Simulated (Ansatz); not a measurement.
**Germanium, fcc under r²SCAN: from relaxation to bulk modulus**

What does r²SCAN give for germanium in the fcc structure? We relax it, solve it on a dense k-mesh, switch on spin-orbit coupling, then scale the cell to 7 volumes from 88 to 112 % of the relaxed one and try a fit of the equation of state. The k-meshes are 13×13×13 for the relaxation; 21×21×21 for the dense run; 13×13×13 for spin-orbit coupling; 14×14×14 for the volumes.

This is Ge in the fcc structure; at room conditions it is diamond.

Program: Ansatz 0.2.0. Level of theory: DFT r2SCAN, plane waves (500 eV) with PAW, scalar-relativistic; PAW files made under PBE, frozen cores solved again for the functional. These are calculated values, not measurements.

## Step 1: The system as given

The structure is cubic, space group Fm-3m (No. 225). The conventional cell has a = 4.253 Å, b = 4.253 Å, c = 4.253 Å, α = 90.00°, β = 90.00°, γ = 90.00°. Ge (site symmetry m-3m) is surrounded by 12 Ge at 3.01 Å.

Structure file:

```xyz
1
Lattice="0.0000 2.1267 2.1267 2.1267 0.0000 2.1267 2.1267 2.1267 0.0000" Properties=species:S:1:pos:R:3 pbc="T T T"
Ge    0.0000    0.0000    0.0000
```

## Step 2: Relaxing cell and atoms

Contents of input.yaml:

```yaml
crystal:
  lattice:
    - [0.0, 2.1267354152, 2.1267354152]
    - [2.1267354152, 0.0, 2.1267354152]
    - [2.1267354152, 2.1267354152, 0.0]
  atoms:
    - { symbol: Ge, position: [0.0, 0.0, 0.0] }
hamiltonian:
  xc: r2scan
  pseudopotentials:
    kind: paw
    azcp:
      Ge: "pseudopotentials/Ge.paw.azcp"
basis:
  ecutwfc: 500
  fft_grid_basis: typed
kpoints:
  mp_grid: { grid: [13, 13, 13], shift: [0, 0, 0] }
magnetization:
  spin_polarized: false
scf:
  occupations: { method: fermi_dirac, width: 0.1 }
relax:
  max_steps: 60
  f_tol: 0.01
  cell: {}
```

Run with:

```console
> ansatz run input.yaml --threads 1 --pin off --max-ram 3584MiB --backend cpu --events-out ev --progress --plain --runs-dir out
```

Further steps of the session: Dense single point; Spin-orbit coupling switched on; Equation of state: 88 %; Equation of state: 92 %; Equation of state: 96 %; Equation of state: 100 %; Equation of state: 104 %; Equation of state: 108 %; Equation of state: 112 %.

What does the calculation give? Wanted: space group; conventional cell; volume; shortest distance; gap on the mesh; relative to diamond; V₀, B₀, B₀′.

As calculated:

| quantity | value |
| --- | --- |
| space group (spins left aside) | Fm-3m (No. 225) |
| conventional cell | a = 4.232 Å |
| volume | 18.955 Å³/atom |
| shortest distance | 2.993 Å |
| gap on the mesh | none (levels filled in part) |
| relative to diamond | +582 meV/atom |
| V₀, B₀, B₀′ | 19.038 Å³/atom, 65 GPa, 4.6 |

**Reading.** From the guessed start the volume shrank by 1.5 % in 4 steps. Against the reference form of germanium (diamond, computed apart with the same settings) it stands 582 meV/atom higher, so it is far from stable. Levels at the Fermi energy are filled in part, as in a metal. The total energy of the spin-orbit run lies +2.7 eV/atom from the scalar one, but the two kinds of run don't share a zero of energy: only differences within one kind count. B₀ comes out at 65 GPa. Relaxation kept the symmetry; phonons were not checked.
